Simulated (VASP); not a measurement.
# Na in VASP: further runs

Aim: see how the results for Na move with the level of theory and the settings. Levels: RPBE, PBE+D3, PBE. Tasks: relaxation of the atoms, single point.

All numbers are computed with VASP 6.6.1; they aren't measurements. Logs are shortened: lines on timing, memory, paths and dates and some standing lists are left out, and cuts for length are marked.

### Step 1. The structure

The cell holds a slab with vacuum, 3 atoms: a = 3.767 Å, b = 3.767 Å, c = 21.154 Å, α = 90.00°, β = 90.00°, γ = 120.00°.

The slab is cut from a database's or a generator's crystal, which needn't be the stable form of the element.

### Step 2. Relaxation of the atoms, RPBE (the (0 0 1) slab of Na, cut from the database cell, not relaxed)

The input, INCAR:

```
ALGO = Normal
DIPOL = 0.5 0.5 0.500
EDIFF = 1E-6
EDIFFG = -0.02
ENCUT = 520
GGA = RP
IBRION = 2
IDIPOL = 3
ISIF = 2
ISMEAR = 0
LASPH = T
LCHARG = F
LDIPOL = T
LREAL = F
LWAVE = F
NELM = 100
NSW = 60
PREC = Accurate
SIGMA = 0.05
```

The input, KPOINTS:

```
k-points
0
Gamma
  8 8 1
```

The input, POSCAR:

```
Na
1.0
    3.7670009976      0.0000000000      0.0000000000
   -1.8835004988      3.2623185600      0.0000000000
    0.0000000000      0.0000000000     21.1540000000
Na
3
Selective dynamics
Direct
    0.3333333333      0.6666666666      0.3545428761  F F F
    0.6666666667      0.3333333334      0.5000000000  T T T
    0.3333333333      0.6666666666      0.6454571239  T T T
```

Potentials or basis: VASP PAW PBE potentials, release 64 (Na_pv).

Command:

```bash
$ cat potpaw_PBE.64/Na_pv/POTCAR > POTCAR
$ mpirun -np 1 vasp_std > vasp.out
```

OUTCAR:

```text
EDIFF = 1E-6
   EDIFFG = -0.02
   ENCUT = 520
   GGA = RP
   IBRION = 2
   ISIF = 2
   ISMEAR = 0
   LASPH = T
   LREAL = F
   NELM = 100
   NSW = 60
   PREC = Accurate

 ion  position               nearest neighbor table
   1  0.333  0.667  0.355-
   2  0.667  0.333  0.500-
   3  0.333  0.667  0.645-

  LATTYP: Found a hexagonal cell.
 ALAT       =     3.7670009976
 C/A-ratio  =     5.6156077510

  Lattice vectors:

 A1 = (   3.7670009976,   0.0000000000,   0.0000000000)
 A2 = (  -1.8835004988,   3.2623185600,   0.0000000000)
 A3 = (   0.0000000000,   0.0000000000,  21.1540000000)

Analysis of symmetry for initial positions (statically):
=====================================================================
 Subroutine PRICEL returns:
 Original cell was already a primitive cell.

 Routine SETGRP: Setting up the symmetry group for a
 hexagonal supercell.

 Subroutine GETGRP returns: Found 12 space group operations
 (whereof 12 operations were pure point group operations)
 out of a pool of 24 trial point group operations.

The static configuration has the point symmetry D_3h.

Analysis of symmetry for dynamics (positions and initial velocities):
=====================================================================
 Subroutine PRICEL returns:
 Original cell was already a primitive cell.

 Routine SETGRP: Setting up the symmetry group for a
 hexagonal supercell.

 Subroutine GETGRP returns: Found 12 space group operations
 (whereof 12 operations were pure point group operations)
 out of a pool of 24 trial point group operations.

The dynamic configuration has the point symmetry D_3h.

Analysis of constrained symmetry for selective dynamics:
=====================================================================
 Subroutine PRICEL returns:
 Original cell was already a primitive cell.

 Routine SETGRP: Setting up the symmetry group for a
 hexagonal supercell.

 Subroutine GETGRP returns: Found  6 space group operations
 (whereof  6 operations were pure point group operations)
 out of a pool of 24 trial point group operations.

The constrained configuration has the point symmetry C_3v.

 Subroutine INISYM returns: Found  6 space group operations
 (whereof  6 operations are pure point group operations),
 and found     1 'primitive' translations

----------------------------------------------------------------------------------------

                                     Primitive cell

  volume of cell :     259.9648

  direct lattice vectors                    reciprocal lattice vectors
     3.767000998  0.000000000  0.000000000     0.265463163  0.153265229  0.000000000
    -1.883500499  3.262318560  0.000000000     0.000000000  0.306530457  0.000000000
     0.000000000  0.000000000 21.154000000     0.000000000  0.000000000  0.047272383

  length of vectors
     3.767000998  3.767000998 21.154000000     0.306530457  0.306530457  0.047272383

  position of ions in fractional coordinates (direct lattice)
     0.333333333  0.666666667  0.354542876
     0.666666667  0.333333333  0.500000000
     0.333333333  0.666666667  0.645457124

  ion indices of the primitive-cell ions
   primitive index   ion index
                 1           1
                 2           2
                 3           3

----------------------------------------------------------------------------------------

 KPOINTS: k-points

Automatic generation of k-mesh.
 Grid dimensions read from file:
 generate k-points for:    8    8    1

 Generating k-lattice:

  Cartesian coordinates                     Fractional coordinates (reciprocal lattice)
     0.033182895  0.019158154  0.000000000     0.125000000  0.000000000  0.000000000
     0.000000000  0.038316307  0.000000000     0.000000000  0.125000000  0.000000000
     0.000000000  0.000000000  0.047272383     0.000000000  0.000000000  1.000000000

  Length of vectors
     0.038316307  0.038316307  0.047272383

  Shift w.r.t. Gamma in fractional coordinates (k-lattice)
     0.000000000  0.000000000  0.000000000

 Subroutine IBZKPT returns following result:
 ===========================================

 Found     10 irreducible k-points:

 Following reciprocal coordinates:
            Coordinates               Weight
  0.000000  0.000000  0.000000      1.000000
  0.125000  0.000000  0.000000      6.000000
  0.250000  0.000000  0.000000      6.000000
  0.375000  0.000000  0.000000      6.000000
  0.500000  0.000000  0.000000      3.000000
  0.125000  0.125000  0.000000      6.000000
  0.250000  0.125000  0.000000     12.000000
  0.375000  0.125000  0.000000     12.000000
  0.250000  0.250000  0.000000      6.000000
  0.375000  0.250000  0.000000      6.000000
   k-points           NKPTS =     10   k-points in BZ     NKDIM =     10   number of bands    NBANDS=     14
   number of dos      NEDOS =    301   number of ions     NIONS =      3
   total plane-waves  NPLWV = 125440
   dimension x,y,z NGX =    28 NGY =   28 NGZ =  160
   dimension x,y,z NGXF=    56 NGYF=   56 NGZF=  320
   ions per type =               3
   NGX,Y,Z   is equivalent  to a cutoff of  12.36, 12.36, 12.57 a.u.
   NGXF,Y,Z  is equivalent  to a cutoff of  24.71, 24.71, 25.15 a.u.
 SYSTEM =  unknown system
   PREC   = accura    normal or accurate (medium, high low for compatibility)
   ISTART =      0    job   : 0-new  1-cont  2-samecut
   ICHARG =      2    charge: 1-file 2-atom 10-const
   ISPIN  =      1    spin polarized calculation?
   LNONCOLLINEAR =      F non collinear calculations
   LSORBIT =      F    spin-orbit coupling
   LASPH  =      T    aspherical Exc in radial PAW
   ENCUT  =  520.0 eV  38.22 Ry    6.18 a.u.   7.00  7.00 39.33*2*pi/ulx,y,z
   NELM   =    100;   NELMIN=  2; NELMDL= -5     # of ELM steps
   EDIFF  = 0.1E-05   stopping-criterion for ELM
   LREAL  =      F    real-space projection
   EDIFFG = -.2E-01   stopping-criterion for IOM
   NSW    =     60    number of steps for IOM
   IBRION =      2    ionic relax: 0-MD 1-quasi-New 2-CG
   NFREE  =      1    steps in history (QN), initial steepest desc. (CG)
   ISIF   =      2    stress and relaxation
   ISYM   =      2    0-nonsym 1-usesym 2-fastsym
[... 9 lines left out ...]
   IALGO  =     38    algorithm
   IMIX   =      4    mixing-type and parameters
     AMIX     =   0.40;   BMIX     =  1.00
[... 38 lines left out ...]
 cond. band min:      -1.4283089693   @ k =   0.3750   0.1250   0.0000
 fundamental gap:      0.0226411772
 Fermi energy:        -1.4319298268

 k-point     1 :       0.0000    0.0000    0.0000
  band No.  band energies     occupation
      1     -26.4455      2.00000
      2     -26.4447      2.00000
      3     -26.4143      2.00000
      4     -26.4143      2.00000
      5     -26.4143      2.00000
      6     -26.4143      2.00000
      7     -26.3014      2.00000
      8     -26.2945      2.00000
      9     -26.2945      2.00000
     10      -4.3000      2.00000
     11      -3.4577      2.00000
     12      -2.1131      2.00000
     13      -0.7430      0.00000
     14       0.6180      0.00000

 k-point     2 :       0.1250    0.0000    0.0000
  band No.  band energies     occupation
      1     -26.4449      2.00000
      2     -26.4443      2.00000
      3     -26.4179      2.00000
      4     -26.4179      2.00000
      5     -26.4152      2.00000
      6     -26.4152      2.00000
      7     -26.3010      2.00000
      8     -26.2981      2.00000
      9     -26.2954      2.00000
     10      -4.0732      2.00000
     11      -3.2331      2.00000
     12      -1.8913      2.00000
     13      -0.5328      0.00000
     14       0.8367      0.00000

 k-point     3 :       0.2500    0.0000    0.0000
  band No.  band energies     occupation
      1     -26.4435      2.00000
      2     -26.4432      2.00000
      3     -26.4266      2.00000
      4     -26.4265      2.00000
      5     -26.4173      2.00000
      6     -26.4173      2.00000
      7     -26.3066      2.00000
      8     -26.3000      2.00000
      9     -26.2975      2.00000
     10      -3.3986      2.00000
     11      -2.5652      2.00000
     12      -1.2326      0.00000
     13       0.0984      0.00000
     14       1.4799      0.00000

 k-point     4 :       0.3750    0.0000    0.0000
  band No.  band energies     occupation
      1     -26.4422      2.00000
      2     -26.4421      2.00000
      3     -26.4352      2.00000
      4     -26.4350      2.00000
      5     -26.4194      2.00000
      6     -26.4193      2.00000
      7     -26.3151      2.00000
      8     -26.2996      2.00000
      9     -26.2990      2.00000
     10      -2.2934      2.00000
     11      -1.4729      1.75374
     12      -0.1766      0.00000
     13       1.1524      0.00000
     14       1.1791      0.00000

 k-point     5 :       0.5000    0.0000    0.0000
  band No.  band energies     occupation
      1     -26.4418      2.00000
      2     -26.4416      2.00000
      3     -26.4388      2.00000
      4     -26.4385      2.00000
      5     -26.4203      2.00000
      6     -26.4202      2.00000
      7     -26.3186      2.00000
      8     -26.3004      2.00000
      9     -26.2986      2.00000
     10      -0.8710      0.00000
     11      -0.7044      0.00000
     12      -0.2017      0.00000
     13       0.3201      0.00000
     14       1.2926      0.00000

 k-point     6 :       0.1250    0.1250    0.0000
  band No.  band energies     occupation
      1     -26.4439      2.00000
      2     -26.4435      2.00000
      3     -26.4237      2.00000
      4     -26.4236      2.00000
      5     -26.4171      2.00000
      6     -26.4171      2.00000
      7     -26.3037      2.00000
      8     -26.3003      2.00000
      9     -26.2973      2.00000
     10      -3.6225      2.00000
     11      -2.7868      2.00000
     12      -1.4510      1.40941
     13      -0.1121      0.00000
     14       1.2695      0.00000

 k-point     7 :       0.2500    0.1250    0.0000
  band No.  band energies     occupation
      1     -26.4425      2.00000
      2     -26.4425      2.00000
      3     -26.4314      2.00000
      4     -26.4313      2.00000
      5     -26.4200      2.00000
      6     -26.4200      2.00000
      7     -26.3114      2.00000
      8     -26.3002      2.00000
      9     -26.2993      2.00000
     10      -2.7326      2.00000
     11      -1.9062      2.00000
     12      -0.5864      0.00000
     13       0.7306      0.00000
     14       2.0219      0.00000

 k-point     8 :       0.3750    0.1250    0.0000
  band No.  band energies     occupation
      1     -26.4418      2.00000
      2     -26.4416      2.00000
      3     -26.4368      2.00000
      4     -26.4366      2.00000
      5     -26.4222      2.00000
      6     -26.4222      2.00000
      7     -26.3167      2.00000
      8     -26.3023      2.00000
      9     -26.2986      2.00000
     10      -1.4283      0.91843
     11      -0.6275      0.00000
     12       0.1854      0.00000
     13       0.8410      0.00000
     14       1.1494      0.00000

 k-point     9 :       0.2500    0.2500    0.0000
  band No.  band energies     occupation
      1     -26.4417      2.00000
      2     -26.4416      2.00000
      3     -26.4341      2.00000
      4     -26.4340      2.00000
      5     -26.4249      2.00000
      6     -26.4248      2.00000
      7     -26.3141      2.00000
      8     -26.3050      2.00000
      9     -26.2986      2.00000
     10      -1.6422      2.00000
     11      -0.8316      0.00000
     12       0.4311      0.00000
     13       1.6324      0.00000
     14       1.7860      0.00000

 k-point    10 :       0.3750    0.2500    0.0000
  band No.  band energies     occupation
      1     -26.4414      2.00000
      2     -26.4411      2.00000
      3     -26.4343      2.00000
      4     -26.4342      2.00000
      5     -26.4278      2.00000
      6     -26.4277      2.00000
      7     -26.3143      2.00000
      8     -26.3079      2.00000
      9     -26.2983      2.00000
     10      -0.2512      0.00000
     11      -0.0705      0.00000
     12       0.4080      0.00000
     13       0.8952      0.00000
     14       1.3515      0.00000

------------------------ aborting loop because EDIFF is reached ----------------------------------------

 vacuum level on the upper side and lower side of the slab       (xc-potential included)        -0.266        -0.264

  FORCE on cell =-STRESS in cart. coord.  units (eV):
  Direction    XX          YY          ZZ          XY          YZ          ZX
  --------------------------------------------------------------------------------------
  -------------------------------------------------------------------------------------
  Total        0.1640154      0.1640154      0.0063897      0.0000000      0.0000000      0.0000000
  in kB        1.0108357      1.0108357      0.0393799      0.0000000      0.0000000      0.0000000
  external PRESSURE =       0.6870171 kB  Pullay stress =       0.0000000 kB

 VOLUME and BASIS-vectors are now :
[... 8 lines left out ...]
 POSITION                                       TOTAL-FORCE (eV/Angst)
 -----------------------------------------------------------------------------------
     -0.00000      2.17488      7.50000         0.000000      0.000000     -0.002460
      1.88350      1.08744     10.57700         0.000000     -0.000000     -0.000007
     -0.00000      2.17488     13.65400        -0.000000     -0.000000      0.002468
 -----------------------------------------------------------------------------------
    total drift:                                0.000000     -0.000000      0.000019

  FREE ENERGIE OF THE ION-ELECTRON SYSTEM (eV)
  ---------------------------------------------------
  free  energy   TOTEN  =        -3.2796028875 eV

  energy  without entropy=       -3.2707026124  energy(sigma->0) =       -3.27515275

 reached required accuracy - stopping structural energy minimisation

 vacuum level on the upper side and lower side of the slab         1.221         1.221
```

Run time: 21 s. Hardware: 1 thread of AMD EPYC 9R45 (Zen 5), shared host; peak memory 0.31 GiB.

Results:

- Free energy: -3.2796 eV
- Band gap on the k mesh: none (metal or under the smearing width)

Final structure:
```cif
data_structure
_symmetry_space_group_name_H-M 'P 1'
_symmetry_Int_Tables_number 1
_cell_length_a 3.7670
_cell_length_b 3.7670
_cell_length_c 21.1540
_cell_angle_alpha 90.000
_cell_angle_beta 90.000
_cell_angle_gamma 120.000
_cell_volume 259.96
loop_
_atom_site_label
_atom_site_type_symbol
_atom_site_fract_x
_atom_site_fract_y
_atom_site_fract_z
_atom_site_occupancy
Na1 Na 0.33333 0.66667 0.35454 1
Na2 Na 0.66667 0.33333 0.50000 1
Na3 Na 0.33333 0.66667 0.64546 1
```

Caveat: the relaxation stopped at its first step, so nothing moved; the PAW data sets were made with another functional, which shifts forces and pressure a little.

### Step 3. Relaxation of the atoms, PBE+D3 (the (0 0 1) slab of Na, cut from the database cell, not relaxed)

The input, INCAR:

```
SYSTEM = Na
PREC     = Accurate       ! precision mode
ENCUT    = 520            ! plane-wave cutoff, eV
EDIFF    = 1E-6           ! SCF threshold, eV
ISMEAR   = 0              ! smearing method
SIGMA    = 0.05           ! smearing width, eV
LREAL    = .False.        ! projectors in reciprocal space
LASPH    = .True.         ! aspherical terms in the spheres
NELM     = 100            ! most SCF steps
ALGO     = Fast           ! electronic algorithm
ISIF     = 2              ! what is computed and relaxed
LWAVE    = .False.        ! write WAVECAR
LCHARG   = .False.        ! write CHGCAR
LDIPOL   = .True.       
IDIPOL   = 3            
DIPOL    = 0.5 0.5 0.500
GGA      = PE             ! functional
IVDW     = 11             ! dispersion correction
IBRION   = 2              ! ionic algorithm
NSW      = 40             ! ionic steps
EDIFFG   = -0.02          ! ionic threshold
```

The input, KPOINTS:

```
Automatic mesh
0
Gamma
  8 8 1
  0 0 0
```

POSCAR is that of step 2.

Potentials or basis: VASP PAW PBE potentials, release 64 (Na_pv).

Command:

```bash
$ cat potpaw_PBE.64/Na_pv/POTCAR > POTCAR
$ mpirun -np 1 vasp_std > vasp.out
```

Run time: 21 s. Hardware: 1 thread of AMD EPYC 9R45 (Zen 5), shared host; peak memory 0.3 GiB.

The run converged. Its results:

- Free energy: -3.9235 eV
- Band gap on the k mesh: none (metal or under the smearing width)
- Dispersion energy per atom: -0.110 eV

Final structure:
```yaml
crystal:
  lattice:
    - [3.76700, 0.00000, 0.00000]
    - [-1.88350, 3.26232, 0.00000]
    - [0.00000, 0.00000, 21.15400]
  atoms:
    - { symbol: Na, position: [0.33333, 0.66667, 0.35454] }
    - { symbol: Na, position: [0.66667, 0.33333, 0.50000] }
    - { symbol: Na, position: [0.33333, 0.66667, 0.64546] }
```

Levels at points of the mesh, in eV from the Fermi level:
```tsv
k point	band 9	band 10	band 11	band 12	band 13	band 14
(0.00, 0.00, 0.00)	-24.87	-2.87	-2.03	-0.68	0.71	2.12
(0.50, 0.00, 0.00)	-24.87	0.58	0.71	1.25	1.73	2.73
```

Caveat: the relaxation stopped at its first step, so nothing moved.

### Step 4. Single point, PBE

The input, INCAR:

```
ALGO = Fast ; DIPOL = 0.5 0.5 0.500
EDIFF = 1E-7 ; ENCUT = 600
GGA = PE ; IDIPOL = 3
ISIF = 2 ; ISMEAR = -1
LASPH = True ; LCHARG = False
LDIPOL = True ; LREAL = False
LWAVE = False ; NBANDS = 18
NELM = 80 ; PREC = Accurate
SIGMA = 0.05
```

The input, KPOINTS:

```
k-points
0
Gamma
  8 8 1
```

The input, POSCAR:

```
Na
1.0
    3.7670009976      0.0000000000      0.0000000000
   -1.8835004988      3.2623185600      0.0000000000
    0.0000000000      0.0000000000     21.1540000000
Na
3
Direct
    0.3333333333      0.6666666666      0.3545428761
    0.6666666667      0.3333333334      0.5000000000
    0.3333333333      0.6666666666      0.6454571239
```

Command:

```bash
$ cat potpaw_PBE.64/Na_pv/POTCAR > POTCAR
$ mpirun -np 1 vasp_std > vasp.out
```

Run time: 95 s. Hardware: 1 thread of Intel Xeon Platinum 8259CL at 2.50GHz (Skylake/Cascade Lake), shared host; peak memory 0.39 GiB.

It converged, with:

| Quantity | Value |
| --- | --- |
| Free energy | -3.6079 eV |
| Largest force | 0.040 eV/Å |
| Band gap on the k mesh | none (metal or under the smearing width) |

Forces on the atoms (eV/Å):
```
Na   0.000  0.000  0.040
Na   0.000  0.000  0.000
Na   0.000  0.000 -0.040
```

Levels at points of the mesh, in eV from the Fermi level:
```csv
k point,band 7,band 8,band 9,band 10,band 11,band 12,band 13,band 14,band 15,band 16
"(0.00, 0.00, 0.00)",-24.87,-24.86,-24.86,-2.88,-2.05,-0.70,0.69,2.09,3.05,3.17
"(0.50, 0.00, 0.00)",-24.88,-24.87,-24.86,0.57,0.70,1.23,1.71,2.71,2.92,4.06
```

### Step 5. The runs side by side

| task | level | cell | cutoff (eV) | smearing | atoms held fixed (from 0) | gap on the mesh (eV) |
| --- | --- | --- | --- | --- | --- | --- |
| relaxation of the atoms | RPBE | atoms relaxed from: the (0 0 1) slab of Na, cut from the database cell, not relaxed | 520 | gaussian 0.05 eV | [0] | none |
| relaxation of the atoms | PBE+D3 | atoms relaxed from: the (0 0 1) slab of Na, cut from the database cell, not relaxed | 520 | gaussian 0.05 eV | [0] | none |
| single point | PBE | as given | 600 | fermi-dirac 0.05 eV | - | none |

Alike in all rows: potentials or basis VASP PAW PBE potentials, release 64 (Na_pv); no spin polarisation; k mesh 8 × 8 × 1.

Caveats: the relaxation stopped at its first step, so nothing moved (some runs); the PAW data sets were made with another functional, which shifts forces and pressure a little (some runs).

Absolute energies hang on the potentials; compare differences alone.
